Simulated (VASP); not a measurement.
# SrO (Fm-3m) in VASP: further runs

The runs below take SrO through band structure, with PBEsol, r2SCAN, TB-mBJ.

All numbers are computed with VASP 6.6.1; they aren't measurements. Logs are shortened: lines on timing, memory, paths and dates and some standing lists are left out, and cuts for length are marked.

### 1 The crystal as given

Symmetry: Fm-3m, No. 225, cubic system. Conventional cell: a = 5.132 Å, b = 5.132 Å, c = 5.132 Å, α = 90.00°, β = 90.00°, γ = 90.00°. Sr (site symmetry m-3m) is surrounded by 6 O at 2.57 Å. O (site symmetry m-3m) is surrounded by 6 Sr at 2.57 Å.

### 2 Band structure, PBEsol

File POSCAR:

```
SrO
1.0
    0.0000000000      2.5661400000      2.5661400000
    2.5661400000      0.0000000000      2.5661400000
    2.5661400000      2.5661400000      0.0000000000
Sr O
1 1
Direct
    0.0000000000      0.0000000000      0.0000000000
    0.5000000000      0.5000000000      0.5000000000
```

File INCAR.step1:

```
SYSTEM = SrO
  PREC = Accurate
  ENCUT = 520
  EDIFF = 1E-6
  ISMEAR = 0
  SIGMA = 0.02
  LREAL = .False.
  LASPH = .True.
  NELM = 60
  ALGO = Normal
  ISIF = 2
  LWAVE = .False.
  LCHARG = .True.
  GGA = PS
  NBANDS = 15
```

File KPOINTS.step1:

```
Automatic mesh
0
Gamma
  8 8 8
  0 0 0
```

File INCAR.step2:

```
SYSTEM = SrO
  PREC = Accurate
  ENCUT = 520
  EDIFF = 1E-6
  ISMEAR = 0
  SIGMA = 0.05
  LREAL = .False.
  LASPH = .True.
  NELM = 60
  ALGO = Normal
  ISIF = 2
  LWAVE = .False.
  LCHARG = .False.
  GGA = PS
  NBANDS = 15
  ICHARG = 11
```

File KPOINTS.step2:

```
path GXWKGLUWLK,UX
10
line-mode
reciprocal
 0.0000000000  0.0000000000  0.0000000000  G
 0.5000000000  0.0000000000  0.5000000000  X

 0.5000000000  0.0000000000  0.5000000000  X
 0.5000000000  0.2500000000  0.7500000000  W

 0.5000000000  0.2500000000  0.7500000000  W
 0.3750000000  0.3750000000  0.7500000000  K

 0.3750000000  0.3750000000  0.7500000000  K
 0.0000000000  0.0000000000  0.0000000000  G

 0.0000000000  0.0000000000  0.0000000000  G
 0.5000000000  0.5000000000  0.5000000000  L

 0.5000000000  0.5000000000  0.5000000000  L
 0.6250000000  0.2500000000  0.6250000000  U

 0.6250000000  0.2500000000  0.6250000000  U
 0.5000000000  0.2500000000  0.7500000000  W

 0.5000000000  0.2500000000  0.7500000000  W
 0.5000000000  0.5000000000  0.5000000000  L

 0.5000000000  0.5000000000  0.5000000000  L
 0.3750000000  0.3750000000  0.7500000000  K

 0.6250000000  0.2500000000  0.6250000000  U
 0.5000000000  0.0000000000  0.5000000000  X
```

Potentials or basis: VASP PAW PBE potentials, release 64 (Sr_sv, O).

Command:

```console
$ cat potpaw_PBE.64/Sr_sv/POTCAR potpaw_PBE.64/O/POTCAR > POTCAR
$ cp INCAR.step1 INCAR
$ cp KPOINTS.step1 KPOINTS
$ mpirun -np 1 vasp_std > vasp.out
$ cp INCAR.step2 INCAR
$ cp KPOINTS.step2 KPOINTS
$ mpirun -np 1 vasp_std > vasp.out
```

OUTCAR:

```text
SYSTEM = SrO
   PREC = Accurate
   ENCUT = 520
   EDIFF = 1E-6
   ISMEAR = 0
   LREAL = .False.
   LASPH = .True.
   NELM = 60
   ISIF = 2
   GGA = PS
   ICHARG = 11

 ion  position               nearest neighbor table
   1  0.000  0.000  0.000-   2 2.57   2 2.57   2 2.57   2 2.57   2 2.57   2 2.57
   2  0.500  0.500  0.500-   1 2.57   1 2.57   1 2.57   1 2.57   1 2.57   1 2.57

  LATTYP: Found a face centered cubic cell.
 ALAT       =     5.1322800000

  Lattice vectors:

 A1 = (   0.0000000000,   2.5661400000,   2.5661400000)
 A2 = (   2.5661400000,   0.0000000000,   2.5661400000)
 A3 = (   2.5661400000,   2.5661400000,   0.0000000000)

Analysis of symmetry for initial positions (statically):
=====================================================================
 Subroutine PRICEL returns:
 Original cell was already a primitive cell.

 Routine SETGRP: Setting up the symmetry group for a
 face centered cubic supercell.

 Subroutine GETGRP returns: Found 48 space group operations
 (whereof 48 operations were pure point group operations)
 out of a pool of 48 trial point group operations.

The static configuration has the point symmetry O_h .

Analysis of symmetry for dynamics (positions and initial velocities):
=====================================================================
 Subroutine PRICEL returns:
 Original cell was already a primitive cell.

 Routine SETGRP: Setting up the symmetry group for a
 face centered cubic supercell.

 Subroutine GETGRP returns: Found 48 space group operations
 (whereof 48 operations were pure point group operations)
 out of a pool of 48 trial point group operations.

The dynamic configuration has the point symmetry O_h .

 Subroutine INISYM returns: Found 48 space group operations
 (whereof 48 operations are pure point group operations),
 and found     1 'primitive' translations

----------------------------------------------------------------------------------------

                                     Primitive cell

  volume of cell :      33.7964

  direct lattice vectors                    reciprocal lattice vectors
     0.000000000  2.566140000  2.566140000    -0.194845176  0.194845176  0.194845176
     2.566140000  0.000000000  2.566140000     0.194845176 -0.194845176  0.194845176
     2.566140000  2.566140000  0.000000000     0.194845176  0.194845176 -0.194845176

  length of vectors
     3.629069991  3.629069991  3.629069991     0.337481744  0.337481744  0.337481744

  position of ions in fractional coordinates (direct lattice)
     0.000000000  0.000000000  0.000000000
     0.500000000  0.500000000  0.500000000

  ion indices of the primitive-cell ions
   primitive index   ion index
[... 83 lines left out ...]
   ISMEAR =     0;   SIGMA  =   0.05  broadening in eV -4-tet -1-fermi 0-gaus
   EFERMI_NEDOS =   21; number of points for ismear=-14 and -15
   IALGO  =     38    algorithm
   IMIX   =      4    mixing-type and parameters
     AMIX     =   0.40;   BMIX     =  1.00
     AMIX_MAG =   1.60;   BMIX_MAG =  1.00
  volume/ion in A,a.u.               =      16.90       114.03
  Fermi-wavevector in a.u.,A,eV,Ry     =   1.275923  2.411145 22.150007  1.627980
  Thomas-Fermi vector in A             =   2.408608
   LORBIT       =      0    0 simple, 1 ext, 2 COOP (PROOUT), +10 PAW based schemes
   GGA     = PS    functional components
   LHFCALC =     F    Hartree Fock is set to
   AEXX    =    0.0000 exact exchange contribution
   IVDW    =     0    specifies the selected vdW correction
   LEPSILON=     F    determine dielectric tensor
   LRPA    =     F    only Hartree local field effects (RPA)
 non-spin polarized calculation
 Gauss-broadening in eV      SIGMA  =   0.05
  energy-cutoff  :      520.00
  volume of cell :       33.80
 maximum number of plane-waves:       941
 NGX is ok and might be reduce to    28

 number of electron      15.9999996 magnetization

 Free energy of the ion-electron system (eV)
  ---------------------------------------------------
  ext. energy  EPLUGINS =         0.00000000
  ---------------------------------------------------
  free energy    TOTEN  =       -12.16820182 eV

  energy without entropy =      -12.16820182  energy(sigma->0) =      -12.16820182

 E-fermi :   1.8646     XC(G=0): -10.3044

 val. band max:        1.5153603342   @ k =   0.0000   0.0000   0.0000
 cond. band min:       4.6668662218   @ k =   0.5000   0.0000   0.5000
 fundamental gap:      3.1515058876
 Fermi energy:         1.8646416936

 k-point     1 :       0.0000    0.0000    0.0000
  band No.  band energies     occupation
      1     -30.7020      2.00000
      2     -13.4900      2.00000
      3     -12.3487      2.00000
      4     -12.3487      2.00000
      5     -12.3487      2.00000
      6       1.5154      2.00000
      7       1.5154      2.00000
      8       1.5154      2.00000
      9       5.3781      0.00000
     10       7.6895      0.00000
     11       7.6895      0.00000
     12       7.6895      0.00000
     13       9.8971      0.00000
     14       9.8971      0.00000
[... 401 lines left out ...]
      2     -14.1890      2.00000
      3     -13.1254      2.00000
      4     -12.9152      2.00000
      5     -11.8060      2.00000
      6       0.3985      2.00000
      7       1.0539      2.00000
      8       1.0576      2.00000
      9       6.8028      0.00000
     10       8.2571      0.00000
     11      10.1841      0.00000
     12      12.5411      0.00000
     13      12.8463      0.00000
     14      14.2535      0.00000
     15      15.7657      0.00000

 [... further k-points ...]

------------------------ aborting loop because EDIFF is reached ----------------------------------------

  FORCE on cell =-STRESS in cart. coord.  units (eV):
  Direction    XX          YY          ZZ          XY          YZ          ZX
  --------------------------------------------------------------------------------------
  -------------------------------------------------------------------------------------
  Total        2.4879401      2.4879401      2.4879401     -0.0000000     -0.0000000      0.0000000
  in kB      117.9449813    117.9449813    117.9449813     -0.0000000     -0.0000000      0.0000000
  external PRESSURE =     117.9449813 kB  Pullay stress =       0.0000000 kB

 VOLUME and BASIS-vectors are now :
 -----------------------------------------------------------------------------
  energy-cutoff  :      520.00
  volume of cell :       33.80
      direct lattice vectors                 reciprocal lattice vectors
     0.000000000  2.566140000  2.566140000    -0.194845176  0.194845176  0.194845176
     2.566140000  0.000000000  2.566140000     0.194845176 -0.194845176  0.194845176
     2.566140000  2.566140000  0.000000000     0.194845176  0.194845176 -0.194845176

 POSITION                                       TOTAL-FORCE (eV/Angst)
 -----------------------------------------------------------------------------------
      0.00000      0.00000      0.00000         0.000000      0.000000      0.000000
      2.56614      2.56614      2.56614        -0.000000     -0.000000     -0.000000
 -----------------------------------------------------------------------------------
    total drift:                                0.000000      0.000000      0.000000

  FREE ENERGIE OF THE ION-ELECTRON SYSTEM (eV)
  ---------------------------------------------------
  free  energy   TOTEN  =       -12.1682018234 eV

  energy  without entropy=      -12.1682018234  energy(sigma->0) =      -12.16820182
```

OSZICAR.step1:

```text
N       E                     dE             d eps       ncg     rms          rms(c)
DAV:   1     0.698565732931E+02    0.69857E+02   -0.84469E+03   870   0.104E+03
DAV:   2    -0.114574337793E+02   -0.81314E+02   -0.73497E+02  1201   0.221E+02
DAV:   3    -0.145576916716E+02   -0.31003E+01   -0.30854E+01  1142   0.392E+01
DAV:   4    -0.146146811968E+02   -0.56990E-01   -0.56985E-01  1066   0.520E+00
DAV:   5    -0.146162546877E+02   -0.15735E-02   -0.15735E-02  1127   0.659E-01    0.173E+01
DAV:   6    -0.128115271463E+02    0.18047E+01   -0.57050E+00   891   0.183E+01    0.201E+01
DAV:   7    -0.126656252410E+02    0.14590E+00   -0.28905E-01  1038   0.472E+00    0.118E+01
DAV:   8    -0.126386409859E+02    0.26984E-01   -0.12255E-01  1136   0.340E+00    0.413E-01
DAV:   9    -0.126395277729E+02   -0.88679E-03   -0.59462E-03  1088   0.470E-01    0.230E-01
DAV:  10    -0.126396233209E+02   -0.95548E-04   -0.26557E-04   982   0.164E-01    0.877E-02
DAV:  11    -0.126397002511E+02   -0.76930E-04   -0.89132E-05  1011   0.742E-02    0.250E-02
DAV:  12    -0.126397091706E+02   -0.89195E-05   -0.11840E-05   947   0.294E-02    0.107E-02
DAV:  13    -0.126397091729E+02   -0.22449E-08   -0.12539E-06   902   0.887E-03
   1 F= -.12639709E+02 E0= -.12639709E+02  d E =-.534991E-55
```

Wall time 38 s (1 thread of Intel Xeon Platinum 8488C (Sapphire Rapids), shared host); peak memory 0.18 GiB.

Results:

```
Band gap on the k mesh  : 3.15 eV, indirect (least direct gap 3.23 eV)
Band gap along the path : 3.15 eV, indirect (least direct gap 3.23 eV)
```

Levels at the corners of the path, in eV from the valence-band top:
```tsv
point	band 6	band 7	band 8	band 9	band 10	band 11
Γ	0.00	0.00	0.00	3.86	6.17	6.17
X	-0.43	-0.08	-0.08	3.15	7.81	10.23
X	-0.43	-0.08	-0.08	3.15	7.81	10.23
W	-1.15	-0.44	-0.44	5.96	5.96	8.65
W	-1.15	-0.44	-0.44	5.96	5.96	8.65
K	-0.98	-0.59	-0.47	4.70	7.86	8.76
K	-0.98	-0.59	-0.47	4.70	7.86	8.76
Γ	0.00	0.00	0.00	3.86	6.17	6.17
Γ	0.00	0.00	0.00	3.86	6.17	6.17
L	-2.24	-1.17	-1.17	6.51	8.33	8.88
L	-2.24	-1.17	-1.17	6.51	8.33	8.88
U	-0.98	-0.59	-0.47	4.70	7.86	8.76
U	-0.98	-0.59	-0.47	4.70	7.86	8.76
W	-1.15	-0.44	-0.44	5.96	5.96	8.65
W	-1.15	-0.44	-0.44	5.96	5.96	8.65
L	-2.24	-1.17	-1.17	6.51	8.33	8.88
L	-2.24	-1.17	-1.17	6.51	8.33	8.88
K	-0.98	-0.59	-0.47	4.70	7.86	8.76
U	-0.98	-0.59	-0.47	4.70	7.86	8.76
X	-0.43	-0.08	-0.08	3.15	7.81	10.23
```

Caveat: the log is that of the step along the path at fixed density, whose energy, stress, charges and moments have no meaning; the PAW data sets were made with another functional, which shifts forces and pressure a little. A hybrid or GW would open this gap; PBEsol tends to underestimate it.

(Continued in part 2 of 2.)
